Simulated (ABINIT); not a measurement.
# CsH (Fm-3m) in ABINIT: a series of runs

The runs below take CsH through relaxation of cell and atoms, single point, with LDA.

All numbers are computed with ABINIT 10.8.3 (patched build); they aren't measurements. Logs are shortened: lines on timing, memory, paths and dates and some standing lists are left out, and cuts for length are marked. The log counts tension as positive stress, the text compression.

## Step 1: The crystal as given

Symmetry: Fm-3m, No. 225, cubic system. The conventional cell has a = 6.376 Å, b = 6.376 Å, c = 6.376 Å, α = 90.00°, β = 90.00°, γ = 90.00°. Around Cs (site symmetry m-3m) lie 6 H at 3.19 Å. H (site symmetry m-3m) is surrounded by 6 Cs at 3.19 Å.

## Step 2: Relaxation of cell and atoms, LDA

The input, run.abi:

```
# Pseudopotentials
pp_dirpath "./"
pseudos "Cs.upf, H.upf"

# Structure
acell 3*1.0 Angstrom
rprim
     0.0000000000     3.1880000000     3.1880000000
     3.1880000000     0.0000000000     3.1880000000
     3.1880000000     3.1880000000     0.0000000000
ntypat 2
znucl 55 1
natom 2
typat 1 2
chkprim 0
chksymtnons 0
tolsym 1.0e-6
xred
            0.0            0.0            0.0
            1/2            1/2            1/2

# Plane-wave basis
ecut 37.0
ecutsm 0.5

# k points
kptopt 1
ngkpt 5 5 5
nshiftk 1
shiftk 0.0 0.0 0.0

# Exchange and correlation
ixc 7

# Bands and occupations
nband 9
occopt 3
tsmear 0.05 eV

# SCF cycle
nstep 80
tolvrs 1.0e-12

# Output
iomode 3
prteig 0
prtebands 0
prtwf 0
prtden 0

# Relaxation
ionmov 2
optcell 2
ntime 50
tolmxf 2.0e-5
dilatmx 1.08
```

Potentials or basis: PseudoDojo NC SR LDA v0.4.1 standard.

Run with:

```
> abinit run.abi > log 2>&1
```

run.abo:

```text
.Version 10.8.3 of ABINIT
 Symmetries : space group Fm -3 m (#225); Bravais cF (face-center cubic)
================================================================================
 Values of the parameters that define the memory need of the present run
     intxc =       0    ionmov =       2      iscf =       7    lmnmax =       8
     lnmax =       8     mgfft =      54  mpssoang =       4    mqgrid =    3001
     natom =       2  nloc_mem =       1    nspden =       1   nspinor =       1
    nsppol =       1      nsym =      48    n1xccc =    2501    ntypat =       2
    occopt =       3   xclevel =       1
       mpw =        5946          nfft =      157464          nkpt =          10
================================================================================
================================================================================

--------------------------------------------------------------------------------
------------- Echo of variables that govern the present computation ------------
--------------------------------------------------------------------------------
 -outvars: echo values of preprocessed input variables --------
            acell      1.8897261259E+00  1.8897261259E+00  1.8897261259E+00 Bohr
              amu      1.32905430E+02  1.00794000E+00
          chkprim           0
      chksymtnons           0
          dilatmx      1.08000000E+00
             ecut      3.70000000E+01 Hartree
           ecutsm      5.00000000E-01 Hartree
           ionmov           2
              ixc           7
         kptrlatt        5    0    0      0    5    0      0    0    5
          kptrlen      4.25992725E+01
            natom           2
            nband           9
            ngfft          54      54      54
             nkpt          10
            nstep          80
             nsym          48
            ntime          50
           ntypat           2
           occopt           3
          optcell           2
           prtden           0
        prtebands           0
           prteig           0
            prtwf           0
            rprim      0.0000000000E+00  3.1880000000E+00  3.1880000000E+00
                       3.1880000000E+00  0.0000000000E+00  3.1880000000E+00
                       3.1880000000E+00  3.1880000000E+00  0.0000000000E+00
          spgroup         225
           tolmxf      2.00000000E-05
           tolsym      1.00000000E-06
           tolvrs      1.00000000E-12
           tsmear      1.83746611E-03 Hartree
            typat      1  2
           xangst      0.0000000000E+00  0.0000000000E+00  0.0000000000E+00
                       3.1880000000E+00  3.1880000000E+00  3.1880000000E+00
            xcart      0.0000000000E+00  0.0000000000E+00  0.0000000000E+00
                       6.0244468894E+00  6.0244468894E+00  6.0244468894E+00
             xred      0.0000000000E+00  0.0000000000E+00  0.0000000000E+00
                       5.0000000000E-01  5.0000000000E-01  5.0000000000E-01
[... 536 lines left out ...]
 Difference of energy with previous step (new-old):
           Absolute (Ha)=-7.19593E-07
           Relative     =-2.99477E-08

 At Broyd/MD step   5, gradients are converged :
  max grad (force/stress) = 2.2551E-06 < tolmxf= 2.0000E-05 ha/bohr (free atoms)

================================================================================

 ----iterations are completed or convergence reached----

 Mean square residual over all n,k,spin=   45.158E-16; max=  12.137E-14
 reduced coordinates (array xred) for    2 atoms
       0.000000000000      0.000000000000      0.000000000000
       0.500000000000      0.500000000000      0.500000000000
 rms dE/dt=  0.0000E+00; max dE/dt=  0.0000E+00; dE/dt below (all hartree)
    1       0.000000000000      0.000000000000      0.000000000000
    2       0.000000000000      0.000000000000      0.000000000000

 cartesian coordinates (angstrom) at end:
    1      0.00000000000000     0.00000000000000     0.00000000000000
    2      3.04626721541989     3.04626721541989     3.04626721541989

 cartesian forces (hartree/bohr) at end:
    1     -0.00000000000000    -0.00000000000000    -0.00000000000000
    2     -0.00000000000000    -0.00000000000000    -0.00000000000000
 frms,max,avg= 0.0000000E+00 0.0000000E+00   0.000E+00  0.000E+00  0.000E+00 h/b

 cartesian forces (eV/Angstrom) at end:
    1     -0.00000000000000    -0.00000000000000    -0.00000000000000
    2     -0.00000000000000    -0.00000000000000    -0.00000000000000
 frms,max,avg= 0.0000000E+00 0.0000000E+00   0.000E+00  0.000E+00  0.000E+00 e/A
 length scales=  8.141076986725  8.141076986725  8.141076986725 bohr
              =  4.308072410659  4.308072410659  4.308072410659 angstroms
 Fermi (or HOMO) energy (hartree) =   0.13366   Average Vxc (hartree)=  -0.30303
 Eigenvalues (hartree) for nkpt=  10  k points:
 kpt#   1, nband=  9, wtk=  0.00800, kpt=  0.0000  0.0000  0.0000 (reduced coord)
  -0.69445   -0.18749   -0.18749   -0.18749    0.02053    0.28308    0.28308    0.28308
   0.32608
      occupation numbers for kpt#   1
   2.00000    2.00000    2.00000    2.00000    2.00000    0.00000    0.00000    0.00000
   0.00000
 prteigrs : prtvol=0 or 1, do not print more k-points.

--- !EnergyTerms
iteration_state     : {dtset: 1, itime: 5, icycle: 1, }
comment             : Components of total free energy in Hartree
kinetic             :  5.69499245742906E+00
hartree             :  2.83887876948479E+00
xc                  : -7.21350773876832E+00
Ewald energy        : -1.71791137021441E+01
psp_core            :  5.77714893100758E-01
local_psp           : -1.20528818442660E+01
non_local_psp       :  3.30557867231117E+00
internal            : -2.40283384928526E+01
'-kT*entropy'       : -7.82664554118534E-13
total_energy        : -2.40283384928534E+01
total_energy_eV     : -6.53844399578207E+02
band_energy         : -2.48281590613154E+00
...

 Cartesian components of stress tensor (hartree/bohr^3)
  sigma(1 1)=  2.25508660E-08  sigma(3 2)=  0.00000000E+00
  sigma(2 2)=  2.25508660E-08  sigma(3 1)=  0.00000000E+00
  sigma(3 3)=  2.25508660E-08  sigma(2 1)=  0.00000000E+00

-Cartesian components of stress tensor (GPa)         [Pressure= -6.6347E-04 GPa]
- sigma(1 1)=  6.63469384E-04  sigma(3 2)=  0.00000000E+00
- sigma(2 2)=  6.63469383E-04  sigma(3 1)=  0.00000000E+00
- sigma(3 3)=  6.63469384E-04  sigma(2 1)=  0.00000000E+00

== END DATASET(S) ==============================================================
================================================================================

 -outvars: echo values of variables after computation  --------
            acell      8.1410769867E+00  8.1410769867E+00  8.1410769867E+00 Bohr
           etotal     -2.4028338493E+01
            fcart     -0.0000000000E+00 -0.0000000000E+00 -0.0000000000E+00
                      -0.0000000000E+00 -0.0000000000E+00 -0.0000000000E+00
            rprim      0.0000000000E+00  7.0710678119E-01  7.0710678119E-01
                       7.0710678119E-01  0.0000000000E+00  7.0710678119E-01
                       7.0710678119E-01  7.0710678119E-01  0.0000000000E+00
           strten      2.2550865986E-08  2.2550865986E-08  2.2550865987E-08
                       0.0000000000E+00  0.0000000000E+00  0.0000000000E+00
           xangst      0.0000000000E+00  0.0000000000E+00  0.0000000000E+00
                       3.0462672154E+00  3.0462672154E+00  3.0462672154E+00
             xred      0.0000000000E+00  0.0000000000E+00  0.0000000000E+00
                       5.0000000000E-01  5.0000000000E-01  5.0000000000E-01
 Calculation completed.
```

Run time: 70 s. Hardware: 1 thread of Intel Xeon 6975P-C (Granite Rapids), shared host; peak memory 0.1 GiB.

Results:

* Free energy: -653.8444 eV
* Relaxed volume: 28.27 Å³/atom
* Relaxed cell: a = 4.308 Å, b = 4.308 Å, c = 4.308 Å, α = 60.00°, β = 60.00°, γ = 60.00°
* Space group after relaxing (to 0.05 Å): Fm-3m (No. 225)
* Energy gained by relaxing: 18.2 meV/atom
* Ionic steps: 5
* Pressure after relaxing: 0.0 GPa
* Band gap on the k mesh: 2.34 eV, direct

The path:
| step | energy change (eV) | largest force (eV/Å) | pressure (GPa) | volume (Å³) |
| --- | --- | --- | --- | --- |
| 1 | 0.0000 | 0.0000 | -1.27 | 64.80 |
| 2 | -0.0020 | 0.0000 | -1.24 | 64.55 |
| 3 | -0.0354 | 0.0000 | 0.27 | 55.31 |
| 4 | -0.0364 | 0.0000 | -0.04 | 56.71 |
| 5 | -0.0364 | 0.0000 | 0.00 | 56.54 |

Final structure:
```
Cs H
1.0
     0.00000    3.04627    3.04627
     3.04627    0.00000    3.04627
     3.04627    3.04627    0.00000
Cs H
1 1
Cartesian
  0.0000 0.0000 0.0000
  3.0463 3.0463 3.0463
```

Caveat: spin-orbit coupling is left out, which moves the levels of the heavy elements; an odd mesh through Γ misses points on the zone boundary, where band edges often lie; the volume moved by -13 % from the deposited cell, more than functionals usually miss. Zero-point motion and thermal expansion aren't in these numbers.

## Step 3: Single point, LDA (cell relaxed)

The input, run.abi:

```
# Pseudopotentials
pp_dirpath "./"
pseudos "Cs.upf, H.upf"

# Structure
acell 4.3080724171 4.3080724171 4.3080724171 Angstrom
rprim
     0.0000000000     0.7071067812     0.7071067812
     0.7071067812     0.0000000000     0.7071067812
     0.7071067812     0.7071067812     0.0000000000
ntypat 2
znucl 55 1
natom 2
typat 1 2
xcart
     0.0000000000     0.0000000000     0.0000000000
     3.0462672200     3.0462672200     3.0462672200 Angstrom
chkprim 0
chksymtnons 0
tolsym 1.0e-6

# Plane-wave basis
ecut 1006.821291 eV

# k points
kptopt 1
ngkpt 5 5 5
nshiftk 1
shiftk 0.0 0.0 0.0

# Exchange and correlation
ixc 7

# Bands and occupations
nband 9
occopt 3
tsmear 0.05 eV

# SCF cycle
nstep 100
tolvrs 1.0e-10

# Output
iomode 3
prtwf 0
prtden 0
prteig 0
prtebands 0
enunit 1
```

Potentials or basis: PseudoDojo NC SR LDA v0.4.1 standard.

Run with:

```
> abinit run.abi > log 2>&1
```

run.abo:

```text
.Version 10.8.3 of ABINIT
 Symmetries : space group Fm -3 m (#225); Bravais cF (face-center cubic)
================================================================================
 Values of the parameters that define the memory need of the present run
     intxc =       0    ionmov =       0      iscf =       7    lmnmax =       8
     lnmax =       8     mgfft =      48  mpssoang =       4    mqgrid =    3001
     natom =       2  nloc_mem =       1    nspden =       1   nspinor =       1
    nsppol =       1      nsym =      48    n1xccc =    2501    ntypat =       2
    occopt =       3   xclevel =       1
       mpw =        4117          nfft =      110592          nkpt =          10
================================================================================
================================================================================

--------------------------------------------------------------------------------
------------- Echo of variables that govern the present computation ------------
[... 198 lines left out ...]
- sigma(3 3)=  6.61949439E-03  sigma(2 1)=  0.00000000E+00

== END DATASET(S) ==============================================================
================================================================================

 -outvars: echo values of variables after computation  --------
            acell      8.1410769989E+00  8.1410769989E+00  8.1410769989E+00 Bohr
           etotal     -2.4028339174E+01
            fcart     -0.0000000000E+00 -0.0000000000E+00 -0.0000000000E+00
                      -0.0000000000E+00 -0.0000000000E+00 -0.0000000000E+00
            rprim      0.0000000000E+00  7.0710678120E-01  7.0710678120E-01
                       7.0710678120E-01  0.0000000000E+00  7.0710678120E-01
                       7.0710678120E-01  7.0710678120E-01  0.0000000000E+00
           strten      2.2499204117E-07  2.2499204117E-07  2.2499204117E-07
                       0.0000000000E+00  0.0000000000E+00  0.0000000000E+00
           xangst      0.0000000000E+00  0.0000000000E+00  0.0000000000E+00
                       3.0462672200E+00  3.0462672200E+00  3.0462672200E+00
             xred      0.0000000000E+00  0.0000000000E+00  0.0000000000E+00
                       5.0000000000E-01  5.0000000000E-01  5.0000000000E-01
 Calculation completed.
```

It took 9.1 s on 1 thread of Intel Xeon 6975P-C (Granite Rapids), shared host; peak memory 0.08 GiB.

What came out:

* Free energy: -653.8444 eV
* Pressure: 0.0 GPa
* Band gap on the k mesh: 2.34 eV, direct
* Valence electrons inside the program's atomic spheres: Cs 4.53; H 1.14

Levels at points of the mesh, in eV from the valence-band top:
```csv
k point,band 1,band 2,band 3,band 4,band 5,band 6,band 7,band 8,band 9
"(0.00, 0.00, 0.00)",-21.36,-7.57,-7.57,-7.57,-1.91,5.24,5.24,5.24,6.41
```

Caveat: spin-orbit coupling is left out, which moves the levels of the heavy elements; an odd mesh through Γ misses points on the zone boundary, where band edges often lie.
